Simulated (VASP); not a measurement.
# Rh (P6_3/mmc) in VASP: notebook, part 2 of 2

VASP 6.6.1. Earlier steps stand in the parts before.

### Step 3. Relaxation of cell and atoms, PBEsol

This run uses another cell than the first one, of 13.80 Å³/atom, 1.018 times its volume.

Contents of INCAR:

```
PREC     = Accurate       # precision mode
ENCUT    = 600            # plane-wave cutoff, eV
EDIFF    = 1E-6           # SCF threshold, eV
ISMEAR   = 0              # smearing method
SIGMA    = 0.1            # smearing width, eV
LREAL    = False          # projectors in reciprocal space
LASPH    = True           # aspherical terms in the spheres
NELM     = 100            # most SCF steps
ALGO     = Fast           # electronic algorithm
ISIF     = 3              # what is computed and relaxed
LWAVE    = False          # write WAVECAR
LCHARG   = False          # write CHGCAR
GGA      = PS             # functional
IBRION   = 2              # ionic algorithm
NSW      = 100            # ionic steps
EDIFFG   = -0.002         # ionic threshold
```

Contents of KPOINTS:

```
regular mesh
0
Gamma
  18 18 10
```

Contents of POSCAR:

```
Rh
1.0
    2.6923490378      0.0000000000      0.0000000000
   -1.3461745189      2.3316426626      0.0000000000
    0.0000000000      0.0000000000      4.3966059788
Rh
2
Direct
    0.3333333333      0.6666666667      0.2500000000
    0.6666666667      0.3333333333      0.7500000000
```

Potentials or basis: VASP PAW PBE potentials, release 64 (Rh_pv).

Started as:

```
cat potpaw_PBE.64/Rh_pv/POTCAR > POTCAR
mpirun -np 1 vasp_std > vasp.out
```

OUTCAR:

```text
PREC = Accurate
   ENCUT = 600
   EDIFF = 1E-6
   ISMEAR = 0
   LREAL = False
   LASPH = True
   NELM = 100
   ISIF = 3
   GGA = PS
   IBRION = 2
   NSW = 100
   EDIFFG = -0.002

 ion  position               nearest neighbor table
   1  0.333  0.667  0.250-   2 2.69   2 2.69   2 2.69   2 2.69   2 2.69   2 2.69
   2  0.667  0.333  0.750-   1 2.69   1 2.69   1 2.69   1 2.69   1 2.69   1 2.69

  LATTYP: Found a hexagonal cell.
 ALAT       =     2.6923490378
 C/A-ratio  =     1.6330000000

  Lattice vectors:

 A1 = (   2.6923490378,   0.0000000000,   0.0000000000)
 A2 = (  -1.3461745189,   2.3316426626,   0.0000000000)
 A3 = (   0.0000000000,   0.0000000000,   4.3966059788)

Analysis of symmetry for initial positions (statically):
=====================================================================
 Subroutine PRICEL returns:
 Original cell was already a primitive cell.

 Routine SETGRP: Setting up the symmetry group for a
 hexagonal supercell.

 Subroutine GETGRP returns: Found 24 space group operations
 (whereof 12 operations were pure point group operations)
[... 179 lines left out ...]
  in kB      -38.9046475    -38.9046475    -77.8116531     -0.0000000      0.0000000      0.0000000
  external PRESSURE =     -51.8736494 kB  Pullay stress =       0.0000000 kB
[... 89 lines left out ...]
  FREE ENERGIE OF THE ION-ELECTRON SYSTEM (eV)
  ---------------------------------------------------
  free  energy   TOTEN  =       -16.2044500448 eV

  energy  without entropy=      -16.1884591121  energy(sigma->0) =      -16.19645458

[... ionic steps 4 to 10 ...]

--------------------------------------- Ionic step       11  -------------------------------------------

 number of electron      30.0000001 magnetization

------------------------ aborting loop because EDIFF is reached ----------------------------------------
[... 67 lines left out ...]
--------------------------------------- Ionic step       13  -------------------------------------------

 number of electron      30.0000001 magnetization

 Free energy of the ion-electron system (eV)
  ---------------------------------------------------
  ext. energy  EPLUGINS =         0.00000000
  ---------------------------------------------------
  free energy    TOTEN  =       -16.20583598 eV

  energy without entropy =      -16.19028862  energy(sigma->0) =      -16.19806230

 E-fermi :  12.1441     XC(G=0): -14.3136

 val. band max:       12.1413628489   @ k =   0.3889   0.1667   0.0000
 cond. band min:      12.1443354041   @ k =   0.2778  -0.0000   0.4000
 fundamental gap:      0.0029725552
 Fermi energy:        12.1440547156

 k-point     1 :       0.0000    0.0000    0.0000
  band No.  band energies     occupation
      1     -35.1241      2.00000
      2     -34.4185      2.00000
      3     -34.4185      2.00000
      4     -34.3217      2.00000
      5     -34.3027      2.00000
      6     -34.3027      2.00000
[... 505 lines left out ...]
      6     -34.4420      2.00000
[... 11 lines left out ...]
     18      18.6051      0.00000
     19      22.5575      0.00000

 [... further k-points ...]
[... 5 lines left out ...]
  --------------------------------------------------------------------------------------
  -------------------------------------------------------------------------------------
  Total        0.0039663      0.0039663     -0.0008411      0.0000000     -0.0000000      0.0000000
  in kB        0.2346103      0.2346103     -0.0497522      0.0000000     -0.0000000      0.0000000
  external PRESSURE =       0.1398228 kB  Pullay stress =       0.0000000 kB
[... 17 lines left out ...]
  FREE ENERGIE OF THE ION-ELECTRON SYSTEM (eV)
  ---------------------------------------------------
  free  energy   TOTEN  =       -16.2058359775 eV

  energy  without entropy=      -16.1902886159  energy(sigma->0) =      -16.19806230

 reached required accuracy - stopping structural energy minimisation
```

CONTCAR:

```text
Rh
   1.00000000000000
     2.6879766003585002   -0.0000000000000000    0.0000000000000000
    -1.3439883001792501    2.3278560206991501    0.0000000000000000
     0.0000000000000000    0.0000000000000000    4.3287489499818808
  Rh
     2
Direct
     0.3333333332999970    0.6666666667000030    0.2500000000000000
     0.6666666667000030    0.3333333332999970    0.7500000000000000

  0.00000000E+00  0.00000000E+00  0.00000000E+00
  0.00000000E+00  0.00000000E+00  0.00000000E+00
```

Wall time 5.3 min (1 thread of Intel Xeon Platinum 8488C (Sapphire Rapids), shared host); peak memory 0.25 GiB.

What came out:

```
Free energy                            : -16.2058 eV
Relaxed volume                         : 13.54 Å³/atom
Relaxed cell                           : a = 2.688 Å, b = 2.688 Å, c = 4.329 Å, α = 90.00°, β = 90.00°, γ = 120.00°
Space group after relaxing (to 0.05 Å) : P6_3/mmc (No. 194)
Energy gained by relaxing              : 6.0 meV/atom
Ionic steps                            : 13
Pressure after relaxing                : 0.0 GPa
Band gap on the k mesh                 : none (metal or under the smearing width)
```

Step by step:
```tsv
step	energy change (eV)	largest force (eV/Å)	pressure (GPa)	volume (Å³)
1	0.0000	0.0000	-5.19	27.60
2	0.0453	0.0000	15.59	25.85
3	-0.0105	0.0000	0.44	27.05
4	-0.0119	0.0000	-0.06	27.09
5	-0.0119	0.0000	-0.03	27.09
6	-0.0119	0.0000	-0.02	27.09
7	-0.0119	0.0000	-0.03	27.09
8	-0.0119	0.0000	0.09	27.08
9	-0.0119	0.0000	-0.04	27.09
10	-0.0119	0.0000	0.04	27.08
11	-0.0119	0.0000	0.03	27.09
12	-0.0119	0.0000	0.02	27.09
13	-0.0119	0.0000	0.01	27.09
```

Final structure:
```yaml
crystal:
  lattice:
    - [2.68798, 0.00000, 0.00000]
    - [-1.34399, 2.32786, 0.00000]
    - [0.00000, 0.00000, 4.32875]
  atoms:
    - { symbol: Rh, position: [0.33333, 0.66667, 0.25000] }
    - { symbol: Rh, position: [0.66667, 0.33333, 0.75000] }
```

Levels at points of the mesh, in eV from the Fermi level:
| k point | band 11 | band 12 | band 13 | band 14 | band 15 | band 16 | band 17 | band 18 | band 19 |
| --- | --- | --- | --- | --- | --- | --- | --- | --- | --- |
| (0.00, 0.00, 0.00) | -3.14 | -2.59 | -2.59 | -2.01 | -2.01 | 0.13 | 0.13 | 0.66 | 8.78 |
| (0.50, 0.00, 0.00) | -2.79 | -2.31 | -2.28 | 0.42 | 0.66 | 0.74 | 3.03 | 5.16 | 10.38 |
| (0.00, 0.00, 0.50) | -3.26 | -3.26 | -3.26 | -3.26 | -0.46 | -0.46 | -0.46 | -0.46 | 14.87 |
| (0.50, 0.00, 0.50) | -1.76 | -1.76 | -0.36 | -0.36 | 0.61 | 0.61 | 2.63 | 2.63 | 9.42 |

Caveat: the PAW data sets were made with another functional, which shifts forces and pressure a little.

### Step 4. Single point, PBEsol

This run uses another cell than the first one, of 13.80 Å³/atom, 1.018 times its volume.

Contents of INCAR:

```
PREC = Accurate ; ENCUT = 520
EDIFF = 1E-7 ; ISMEAR = 0
SIGMA = 0.1 ; LREAL = F
LASPH = T ; NELM = 100
ALGO = Fast ; ISIF = 2
LWAVE = F ; LCHARG = F
GGA = PS ; NBANDS = 22
```

Contents of KPOINTS:

```
regular mesh
0
Gamma
  9 9 4
```

POSCAR is that of step 3.

Started as:

```
cat potpaw_PBE.64/Rh_pv/POTCAR > POTCAR
mpirun -np 1 vasp_std > vasp.out
```

Wall time 16 s (1 thread of Intel Xeon Platinum 8488C (Sapphire Rapids), shared host); peak memory 0.14 GiB.

It converged, with:

| Quantity | Value |
| --- | --- |
| Free energy | -16.2270 eV |
| Pressure | -5.7 GPa |
| Band gap on the k mesh | none (metal or under the smearing width) |

Stress tensor (GPa, compression positive):
```
-4.47  0.00  0.00
 0.00 -4.47  0.00
 0.00  0.00 -8.04
```

Levels at points of the mesh, in eV from the Fermi level:
| k point | band 13 | band 14 | band 15 | band 16 | band 17 | band 18 |
| --- | --- | --- | --- | --- | --- | --- |
| (0.00, 0.00, 0.00) | -2.44 | -1.76 | -1.76 | 0.23 | 0.23 | 0.64 |
| (0.00, 0.00, 0.50) | -3.03 | -3.03 | -0.35 | -0.35 | -0.35 | -0.35 |

Caveat: the PAW data sets were made with another functional, which shifts forces and pressure a little.

### Step 5. The runs side by side

```csv
task,cell,k mesh,cutoff (eV),gap on the mesh (eV),pressure (GPa)
single point,"P6_3/mmc, 13.55 Å³/atom",18 × 18 × 10,520,none,0.0
relaxation of cell and atoms,relaxed,18 × 18 × 10,600,none,0.0
single point,"P6_3/mmc, 13.8 Å³/atom",9 × 9 × 4,520,none,-5.7
```

Alike in all rows: level PBEsol; potentials or basis VASP PAW PBE potentials, release 64 (Rh_pv); no spin polarisation; smearing gaussian 0.1 eV.

Caveats: the PAW data sets were made with another functional, which shifts forces and pressure a little.

Absolute energies hang on the potentials; compare differences alone.
